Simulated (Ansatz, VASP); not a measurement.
# AlN in VASP and in Ansatz

The input INCAR:

```
PREC     = Accurate       # precision mode
ENCUT    = 520            # plane-wave cutoff, eV
EDIFF    = 1E-7           # SCF threshold, eV
ISMEAR   = 0              # smearing method
SIGMA    = 0.05           # smearing width, eV
LREAL    = F              # projectors in reciprocal space
LASPH    = T              # aspherical terms in the spheres
NELM     = 60             # most SCF steps
ALGO     = Normal         # electronic algorithm
ISIF     = 2              # what is computed and relaxed
LWAVE    = F              # write WAVECAR
LCHARG   = T              # write CHGCAR
GGA      = PS             # functional
LELF     = T              # ELF
LVHAR    = T            
NBANDS   = 11             # bands
```

Contents of KPOINTS:

```
Automatic mesh
0
Gamma
  10 10 10
```

Contents of POSCAR:

```
AlN
1.0
    0.0000000000      2.1376609775      2.2141545284
    2.2141545284      0.0000000000      2.2141545284
    2.2141545284      2.1376609775      0.0000000000
Al N
1 1
Direct
   -0.0067599835      0.0067599835      0.0067599835
    0.7630216860      0.7369783140      0.7369783140
```

Input for Ansatz:

```yaml
crystal:
  lattice:
    - [0.0, 2.1376609775, 2.2141545284]
    - [2.2141545284, 0.0, 2.2141545284]
    - [2.2141545284, 2.1376609775, 0.0]
  atoms:
    - { symbol: Al, position: [-0.0067599835, 0.0067599835, 0.0067599835] }
    - { symbol: "N", position: [0.763021686, 0.736978314, 0.736978314] }
basis:
  ecutwfc: 520.0
kpoints:
  mp_grid: { grid: [10, 10, 10] }
hamiltonian:
  xc: pbesol
  pseudopotentials: { kind: paw, azcp: { folder: soft_1 } }
scf:
  occupations: { method: gaussian, width: 0.05 }
output:
  forces: true
  stress: true
  eigenvalues: true
```

Change from the starting cell: mode 4 frozen in at -0.057 Å, strain +e along z and -e/2 along x and y -0.0233.

Alike in both runs: task single point; functional PBEsol; k mesh 10 × 10 × 10; occupations gaussian, width 0.05 eV; no spin polarisation.

|  | VASP | Ansatz |
| --- | --- | --- |
| version | VASP 6.6.1 | Ansatz 0.2.0 |
| potentials or method | VASP PAW PBE potentials, release 64 (Al, N) | scalar-relativistic, plane waves, PAW |
| plane-wave cutoff (eV) | 520 | 520 |
| valence electrons in the cell | 8 | 8 |

Ansatz gave:

```
gap on the k mesh at the Fermi level (eV)       : 2.84
least direct gap on the mesh (eV)               : 3.79
pressure (GPa)                                  : 1.0
largest component of the traceless stress (GPa) : 5.99
rms of the force components (eV/Å)              : 0.729
```

**Question.** What did VASP give for the same quantities?

**Answer.** gap on the k mesh at the Fermi level (eV): 2.83; least direct gap on the mesh (eV): 3.81; pressure (GPa): 1.0; largest component of the traceless stress (GPa): 6.09; rms of the force components (eV/Å): 0.734.

Atom by atom the forces differ by 0.006 eV/Å (rms over components). Ansatz warned: «pseudo_functional_mismatch».

Caveats: the PAW data sets were made with another functional, which shifts forces and pressure a little (VASP). A k mesh can miss the band edges.
